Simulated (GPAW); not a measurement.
# AlN: equation of state with LDA

The system is AlN.

```xyz
2
Lattice="0.0000 2.1840 2.1840 2.1840 0.0000 2.1840 2.1840 2.1840 0.0000" Properties=species:S:1:pos:R:3 pbc="T T T"
Al    0.0000    0.0000    0.0000
N     1.0920    1.0920    1.0920
```

Measurements of this composition are mostly on another form, of space group No. 186.

```json
{
  "Program": "GPAW 26.7.0",
  "Task": "equation of state",
  "Functional": "LDA",
  "Potentials or basis": "HGH pseudopotentials",
  "Cutoff": "1600 eV",
  "Basis": "pw",
  "k mesh": "10 × 10 × 10",
  "Occupations": "fermi-dirac, width 0.05 eV",
  "Spin": "no spin polarisation"
}
```

```json
{
 "Equilibrium volume": "10.09 Å³/atom (rough: see the caveat)",
 "Bulk modulus": "204 GPa (rough)"
}
```

Energy against volume, from the lowest point:
```
volume (Å³/atom)  energy (meV/atom)
           9.792               5.34
          10.001               0.00
          10.209               0.41
          10.417               5.82
          10.626              16.01
          10.834              30.66
          11.042              48.73
```

Run time: 2.4 min on 1 thread of Intel(R) Xeon(R) Platinum 8488C (Sapphire Rapids) (shared host), peak memory 0.3 GiB.

Caveat: the points scatter about the fit; HGH potentials are hard and often keep d shells in the core, so these values are rough.
